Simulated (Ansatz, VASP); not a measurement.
CaF2 (ae) in VASP and in Ansatz

```xyz
3
Lattice="0.0000 2.7104 2.7104 2.7104 0.0000 2.7104 2.7104 2.7104 0.0000" Properties=species:S:1:pos:R:3 pbc="T T T"
Ca    0.0000    0.0000    0.0000
F     1.3552    1.3552    1.3552
F     4.0656    4.0656    4.0656
```

Alike in both runs: task single point; functional PBEsol; k mesh 8 × 8 × 8; occupations gaussian, width 0.02 eV; no spin polarisation.

|  | VASP | Ansatz |
| --- | --- | --- |
| version | VASP 6.6.1 | Ansatz 0.2.0 |
| potentials or method | VASP PAW PBE potentials, release 64 (Ca_sv, F), cutoff 520 eV | scalar-relativistic, all-electron LAPW |

|  | VASP | Ansatz | Ansatz less VASP |
| --- | --- | --- | --- |
| gap on the k mesh at the Fermi level (eV) | 7.22 | 7.24 | +0.014 |
| least direct gap on the mesh (eV) | 7.49 | 7.50 | +0.013 |
| pressure (GPa) | 0.3 | 0.0 | -0.36 |

Ansatz ran all-electron here, so the differences hold the error of VASP's frozen core and of both bases.

Caveats: the PAW data sets were made with another functional, which shifts forces and pressure a little (VASP). A k mesh can miss the band edges.
